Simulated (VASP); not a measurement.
Here is a VASP 6.6.1 calculation.

The input INCAR:

```
SYSTEM = SnSe
PREC = Accurate
ENCUT = 520
EDIFF = 1E-7
ISMEAR = 0
SIGMA = 0.03
LREAL = .False.
LASPH = .True.
NELM = 80
ALGO = Fast
ISIF = 2
LWAVE = .False.
LCHARG = .False.
GGA = CA
NBANDS = 50
KPAR = 2
```

File KPOINTS:

```
regular mesh
0
Gamma
  4 8 8
  0 0 0
```

POSCAR

```
SnSe                                    
1.0
   11.4864948094      0.0000000000      0.0000000000
    0.0000000000      4.1722136735      0.0000000000
    0.0000000000     -0.0000000000      4.3796772134
  Sn              Se            
     4     4
Direct
     0.1176302908647919    0.2500000000000000    0.0931652734676234
     0.3823697091352080    0.7500000000000000    0.5931652734676235
     0.6176302908647916    0.2500000000000000    0.4068347265323766
     0.8823697091352084    0.7500000000000000    0.9068347265323765
     0.3570262768418762    0.2500000000000000    0.0220175693999826
     0.1429737231581238    0.7500000000000000    0.5220175693999826
     0.8570262768418760    0.2500000000000000    0.4779824306000175
     0.6429737231581240    0.7500000000000000    0.9779824306000174
```

The input KPOINTS_OPT:

```
explicit points
318
Reciprocal
 0.0000000000  0.0000000000  0.0000000000 1
 0.0000000000  0.0263157895  0.0000000000 1
 0.0000000000  0.0526315789  0.0000000000 1
 0.0000000000  0.0789473684  0.0000000000 1
 0.0000000000  0.1052631579  0.0000000000 1
 0.0000000000  0.1315789474  0.0000000000 1
[... 310 lines left out ...]
 0.0000000000  0.5000000000  0.0248440900 1
 0.0000000000  0.5000000000 -0.0248440900 1
```

Potentials or basis: VASP PAW LDA potentials, release 64 (Sn_d, Se).

Run with:

```sh
$ cat potpaw_LDA.64/Sn_d/POTCAR potpaw_LDA.64/Se/POTCAR > POTCAR
$ mpirun -np 2 vasp_std > vasp.out
```

Estimate the largest force.

0.165 eV/Å.

Estimate the band gap along the path.

0.37 eV, indirect (least direct gap 0.47 eV).

What does it give for the band gap on the k mesh?

0.48 eV, indirect (least direct gap 0.74 eV).

Forces in eV/Å, atoms in the order of the input:
```
Sn   0.132  0.000  0.099
Sn  -0.132  0.000  0.099
Sn   0.132  0.000 -0.099
Sn  -0.132  0.000 -0.099
Se  -0.071  0.000 -0.075
Se   0.071  0.000 -0.075
Se  -0.071  0.000  0.075
Se   0.071  0.000  0.075
```

Caveat: spin-orbit coupling is left out, which moves the levels of the heavy elements; the mesh misses the band edges, which the band path finds closer together.

**The experiment to reproduce.**

From “Linear dichroism of the optical properties of SnS and SnSe van der Waals crystals”, 2024, arxiv:2409.17412, for a bulk crystal of SnSe at 20 K: band gap 0.99 eV (indirect).

A measured gap of SnSe is 0.99 eV (indirect; 20 K; “Linear dichroism of the optical properties of SnS and SnSe van der Waals crystals”, 2024, arxiv:2409.17412); the calculated 0.37 eV misses it by -0.62 eV. 2 values of this kind are on record (0.89 to 0.99 eV); this one was drawn at random. Spin-orbit coupling on Se, Sn is left out. The value is that of LDA, without temperature or zero-point motion. Semilocal functionals fall short of measured gaps as a rule.
